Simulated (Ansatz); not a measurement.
**TePb: elastic constants from stress and strain**

```xyz
2
Lattice="4.0023 0.0000 0.0000 0.0000 4.0023 0.0000 0.0000 0.0000 4.0023" Properties=species:S:1:pos:R:3 pbc="T T T"
Te    2.0011    2.0011    2.0011
Pb    0.0000    0.0000    0.0000
```

Atom numbers follow the list: Te1, Pb2.

Structure from Materials Project entry mp-20943 (possibly hypothetical), not relaxed further.

Spin–orbit coupling is left out, though it moves levels of the heavy atoms by tenths of an eV or more.

Method: DFT, PBE, all-electron LAPW, scalar-relativistic in Ansatz 0.2.0.

Sampling and basis: a Γ-centred 10×10×10 k mesh, Fermi–Dirac smearing of 0.08 eV, basis error target 1 meV/atom, no spin polarisation.

The unstrained cell is at -0.23 GPa. Large strains and very small stresses are left out. Each strain is applied once, with fractional coordinates held (clamped ions), and σ below is the change of stress, positive in tension. One finite strain gives stress–strain coefficients at this pressure with an error of the order of the strain times third-order constants, a few per cent for each per cent of strain. In a metal the k mesh adds noise of tens of per cent to soft shears.

Estimate the stiffness probed by this change, and the stress that it gives: xy engineering shear strain of +3 %.

σxy = 0.34 GPa and γxy = 2εxy = 0.0300, so C44 (clamped ions) = σxy/γxy = 11 GPa.

With equal xy, yz and zx engineering shear strains of +1.5 %, the run gives σxy = 0.13 GPa and γxy = 2εxy = 0.0150. Which stiffness follows?

C44 (clamped ions) = σxy/γxy = 9 GPa.

The two estimates of C44 (clamped ions) differ. Why, and which value is best?

Finite strains add third-order terms, and in a metal the k mesh adds noise; two strains on one mesh can't tell these apart, so neither value is shown to be the better.
